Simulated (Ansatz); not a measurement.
Free-standing chains of the atoms of Ti, named by their start (strip: triangular double chain, ladder: square double chain); atoms and period are relaxed, and energies count from relaxed bulk Ti (Im-3m, not its usual structure, 17.19 Å³/atom, gap on the mesh 0.00 eV).

Computed with DFT r2SCAN, scalar-relativistic, plane waves, PAW in Ansatz.

Cutoff 500 eV, Gaussian smearing of 0.05 eV, energies at zero smearing, symmetry of each start kept, collinear spin where a moment is listed.

```
          start atoms k mesh excess energy (eV per host atom) period (Å) highest filled level or Fermi level under vacuum (eV) size of the moment (μB per cell)
   linear chain      1  1×1×25                             3.486       2.739                                                   3.47                              3.12
dimerised chain      2  1×1×13                             3.427       5.637                                                   3.25                              6.00
  zigzag chain*      2  1×1×14                             2.706       3.253                                                      -                              5.14
   ladder chain      4  1×1×13                             2.653       5.401                                                      -                             12.00
    strip chain      2  1×1×24                             2.456       2.623                                                      -                              0.53
```

Zero in every row: gap on the mesh (eV).

* ends far from its start.

Each run keeps its start's symmetry and one magnetic start, so lower states can exist. Rows stand on unlike meshes and boxes, so starts that end alike can differ by a few hundredths of an eV per atom.

Cost: 5 runs of about 55 core-minutes in all, on Intel Xeon Platinum 8259CL (Skylake/Cascade Lake) (shared hosts).